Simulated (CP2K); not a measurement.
Runs of CP2K 2026.2 on Mg. It takes space group P6/mmm (No. 191, hexagonal). Conventional cell: a = 3.050 Å, b = 3.050 Å, c = 3.045 Å, α = 90.00°, β = 90.00°, γ = 120.00°. Around Mg (site symmetry 6/mmm) lie 8 Mg at 3.04 to 3.05 Å. This isn't the form of Mg at room conditions, which is hcp.

```csv
task,level,potentials or basis,cell,smearing,k points reduced by the point group,NGRIDS,potentials,cutoff radius of the dispersion sum (A),hirshfeld SHAPE_FUNCTION,gap on the mesh (eV),pressure (GPa)
single point,LDA,GTH_POTENTIALS Mg GTH-PADE-q10; TZVP-MOLOPT-PBE-GTH basis,as given,gaussian 0.05 eV,yes,4,Mg GTH-PADE-q10 of GTH_POTENTIALS,-,-,none,(b)
single point,BLYP+D4,GTH_POTENTIALS Mg GTH-BLYP-q10; TZVP-MOLOPT-PBE-GTH basis,as given,methfessel-paxton 0.1 eV,yes,4,Mg GTH-BLYP-q10 of GTH_POTENTIALS,20,-,none,(a)
atomic charges,PBEsol+D4,POTENTIAL_UZH Mg GTH-PBE-q10; TZVP-MOLOPT-PBE-GTH basis,volume scaled by 1.08,methfessel-paxton 0.1 eV,yes,5,Mg GTH-PBE-q10 of POTENTIAL_UZH,20,DENSITY,none,-1.1
single point,RPBE,POTENTIAL_UZH Mg GTH-PBE-q10; TZVP-MOLOPT-PBE-GTH basis,as given,gaussian 0.05 eV,yes,4,Mg GTH-PBE-q10 of POTENTIAL_UZH,-,-,none,3.5
relaxation of cell and atoms,BLYP+D4,GTH_POTENTIALS Mg GTH-BLYP-q10; TZVP-MOLOPT-PBE-GTH basis,relaxed,methfessel-paxton 0.2 eV,-,5,Mg GTH-BLYP-q10 of GTH_POTENTIALS,20,-,none,0.0
single point,PBE,POTENTIAL_UZH Mg GTH-PBE-q10; TZVP-MOLOPT-PBE-GTH basis,as given,gaussian 0.02 eV,yes,5,Mg GTH-PBE-q10 of POTENTIAL_UZH,-,-,none,2.5
```

Alike in all rows: no spin polarisation; k mesh 10 × 10 × 9.

Fill in the values left out.

(a) 1.6; (b) 0.6.

Caveats: the basis of atomic orbitals isn't converged, which shifts pressures, moduli and gaps; the potentials were made for another functional, which shifts forces and pressure (some runs); pairwise dispersion overbinds metals, which lowers pressure and volume (some runs); the printed path begins after the first move (some runs).

A gap of «none» marks a metal or a gap under the smearing width.
